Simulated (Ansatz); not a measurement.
Zincblende BeS, relaxed with r2SCAN in Ansatz 0.2.0: space group F-43m (No. 216), cubic; conventional cell a = 4.869 Å, 14.43 Å³ an atom. Be has 4 S at 2.11 Å; S has 4 Be at 2.11 Å. The cell was then strained (x, y and z are the cube axes), with the atoms relaxed again; stress is positive in compression. Spin-unpolarised throughout; all numbers are computed.

- Uniaxial -1.0 % along z, other directions held: r2SCAN's stress changes by +1.67 GPa along the strain and +0.66 GPa across it.
- Isotropic -1.0 % on every length: the pressure changes by +3.11 GPa, and the HSE06 gap (Γ → X) goes from 4.085 to 4.015 eV.
- Epitaxial strain of -2.04 % in the (001) plane: the free normal strain is +1.54 % and the in-plane stress changes by +3.96 GPa.

**Estimate C₁₁, C₁₂ and the bulk modulus from the uniaxial step.** With compression positive, C₁₁ ≈ −Δσ∥/ε = (-1.67)/(-0.0100) = 167 GPa and C₁₂ ≈ (-0.66)/(-0.0100) = 66 GPa; B = (C₁₁ + 2C₁₂)/3 = 100 GPa. A one-sided step carries third-order terms: it reads high by some per cent.

**What bulk modulus does the isotropic step give?** Δ ln V = 3 ln(0.9900) = -0.0302, so B ≈ −ΔP/Δ ln V = 103 GPa, against 100 GPa from C₁₁ and C₁₂; one-sided steps of finite size carry third-order terms.

**Give the volume deformation potential of that gap and its pressure coefficient.** a_V = ΔE_g/Δ ln V = (-0.070)/(-0.0302) = +2.32 eV; dE_g/dP = −a_V/B = -23 meV/GPa, with HSE06's gap and r2SCAN's modulus.

**What do the film's normal strain and stress say about the elastic constants?** ε⊥/ε∥ = (+0.0154)/(-0.0204) = -0.75, which linear elasticity sets to −2C₁₂/C₁₁ = -0.79 from the uniaxial step. The biaxial modulus is M = −Δσ/ε∥ = 194 GPa (C₁₁ + C₁₂ − 2C₁₂²/C₁₁ = 181 GPa).

**How much elastic energy does the film store, with 14.43 Å³ an atom?** u = M ε∥² = −Δσ ε∥ = -3.96 × (-0.0204) = 0.0808 GPa, and 1 GPa Å³ is 6.2415 meV: 7.27 meV an atom. The total energies of the two runs differ by 7.03 meV an atom.

The meshes of the hybrids are coarse, so their gaps aren't converged to the digits shown.
